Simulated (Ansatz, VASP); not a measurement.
# W: VASP beside Ansatz

```
W
1.0
    -1.56745    1.56745    1.56745
     1.56745   -1.56745    1.56745
     1.56745    1.56745   -1.56745
W
1
Direct
  0.00000 0.00000 0.00000
```

Alike in both runs: task relaxation of cell and atoms; functional LDA; k mesh 16 × 16 × 16; occupations fermi-dirac, width 0.15 eV; no spin polarisation.

|  | VASP | Ansatz |
| --- | --- | --- |
| version | VASP 6.6.1 | Ansatz 0.2.0 |
| potentials or method | VASP PAW LDA potentials, release 64 (W_sv) | scalar-relativistic, plane waves, PAW |
| plane-wave cutoff (eV) | 600 | 600 |
| valence electrons in the cell | 14 | 14 |

|  | VASP | Ansatz | Ansatz less VASP |
| --- | --- | --- | --- |
| gap on the k mesh at the Fermi level, each at its own relaxed structure (eV) | none | none | - |
| relaxed volume (Å³/atom) | 15.50 | 15.41 | -0.089 |
| relaxed cell length with the largest relative difference (Å) | 2.720 | 2.715 | -0.0052 |

A gap of «none» marks a metal or a gap that the smearing closes. Ansatz warned: «pseudo_functional_mismatch».

The runs have no spin-orbit coupling, so splittings on W are missing.
